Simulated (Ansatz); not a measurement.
Te2Mo, 12 atoms in the cell. The cell holds a slab with vacuum, 12 atoms: a = 3.562 Å, b = 3.592 Å, c = 38.990 Å, α = 90.00°, β = 90.00°, γ = 120.86°.  The cell isn't the ideal one: strained by -2 %.

- Program: Ansatz 0.2.0
- Task: single point
- Functional: PBE
- Potentials or basis: Ansatz PAW
- Cutoff: 420 eV (not typed: the program's choice for these potentials)
- k mesh: 7 × 7 × 1
- Occupations: fermi-dirac, width 0.05 eV
- Spin: no spin polarisation

Potentials or basis: Ansatz PAW.

Command:

```console
$ ansatz run input.yaml --threads 4 --pin off --max-ram 11264MiB --backend cpu --events-out ev --progress --plain --runs-dir out
```

Hardware: 4 threads of Arm Neoverse V1, with other jobs on the host.

Q: Estimate the wall time of this run.

A: Run time: 40 s on 4 threads of Arm Neoverse V1 (shared host), peak memory 1.8 GiB. Counts: scf iterations 10, plane waves 8255, k points 25, bands 111.
